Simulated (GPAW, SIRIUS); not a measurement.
This is a calculation of HfN for SIRIUS 7.10.0. Atoms were shifted at random by some hundredths of an Å from the given cell, which wasn't relaxed again for these runs. The cell comes from a database or a generator and needn't be the stable form of this composition.

sirius.json

```json
{
  "control": {
    "processing_unit": "cpu",
    "verbosity": 2,
    "num_bands_to_print": 16,
    "print_forces": true,
    "print_stress": true
  },
  "parameters": {
    "electronic_structure_method": "pseudopotential",
    "xc_functionals": ["XC_GGA_X_PBE_SOL", "XC_GGA_C_PBE_SOL"],
    "gk_cutoff": 9.2,
    "pw_cutoff": 18.4,
    "ngridk": [9, 9, 9],
    "shiftk": [0, 0, 0],
    "smearing": "fermi_dirac",
    "smearing_width": 0.0018374661,
    "num_bands": 16,
    "num_mag_dims": 0,
    "num_dft_iter": 100,
    "energy_tol": 1e-08,
    "density_tol": 1e-06
  },
  "iterative_solver": {
    "type": "davidson",
    "min_tolerance": 1e-09,
    "tolerance_scale": [0.1, 0.25]
  },
  "mixer": {
    "type": "anderson",
    "beta": 0.7,
    "max_history": 8
  },
  "settings": {
    "tol_ne": 1e-10,
    "pseudo_grid_cutoff": 6.5
  },
  "unit_cell": {
    "lattice_vectors": [
      [0.0, 4.638941264706, 4.638941264706],
      [4.638941264706, 0.0, 4.638941264706],
      [4.638941264706, 4.638941264706, 0.0]
    ],
    "atom_coordinate_units": "lattice",
    "atom_types": ["Hf", "N"],
    "atom_files": {
      "N": "N.json",
      "Hf": "Hf.json"
    },
    "atoms": {
      "Hf": [
        [-0.001531, -0.002943, -0.0034]
      ],
      "N": [
        [0.263783, 0.242806, 0.239363]
      ]
    }
  }
}
```

Potentials or basis: PseudoDojo 0.4.1 PBEsol standard (scalar relativistic).

The run is started by

```console
$ upf_to_json N.upf
$ upf_to_json Hf.upf
$ OMP_NUM_THREADS=1 sirius.scf --input=sirius.json --output=out.json --task=0
```

Q: Set up the same calculation for GPAW 26.7.0 (ASE script). Potentials or basis there: PAW data sets generated for this functional, cutoff 800 eV.

A: As run (cutoffs and basis follow the program's own potentials, and thresholds, step limits or extra output files can differ):

Contents of run.py:

```python
from ase import Atoms
from ase.dft.bandgap import bandgap
from ase.io import write
from ase.units import GPa
from gpaw import GPAW, PW, setup_paths

setup_paths.insert(0, '.')

atoms = Atoms(['Hf', 'N'],
              cell=[[0.0, 2.454822, 2.454822],
                    [2.454822, 0.0, 2.454822],
                    [2.454822, 2.454822, 0.0]],
              scaled_positions=[[-0.001531, -0.002943, -0.0034],
                                [0.263783, 0.242806, 0.239363]],
              pbc=True)

calc = GPAW(mode=PW(800),
            xc='PBEsol',
            kpts={'size': (9, 9, 9), 'gamma': True},
            occupations={'name': 'fermi-dirac', 'width': 0.05},
            nbands=19,
            convergence={'density': 1e-05, 'energy': 1e-05},
            maxiter=150,
            txt='gpaw.txt')
atoms.calc = calc
energy = atoms.get_potential_energy()
forces = atoms.get_forces()
stress = atoms.get_stress()
calc.write('gs.gpw')
write('result.traj', atoms)
print(f'Energy: {energy:.6f} eV')
print('Forces (eV/A):')
print(forces.round(4))
print('Stress (GPa):', (stress / GPa).round(3))
print('Fermi level:', round(calc.get_fermi_level(), 4), 'eV')
print(f'Gap: {bandgap(calc)[0]:.4f} eV, direct: {bandgap(calc, direct=True)[0]:.4f} eV')
```

Potentials or basis: PAW data sets generated in the run's folder for this functional, pw.

Run with:

```console
$ gpaw-setup -f PBEsol Hf N
$ OMP_NUM_THREADS=1 python run.py
```

Both were run:

|  | SIRIUS | GPAW |
| --- | --- | --- |
| Pressure | -5.4 GPa | -4.0 GPa |
| Largest force | 0.539 eV/Å | 0.585 eV/Å |

Pressure is positive in compression.
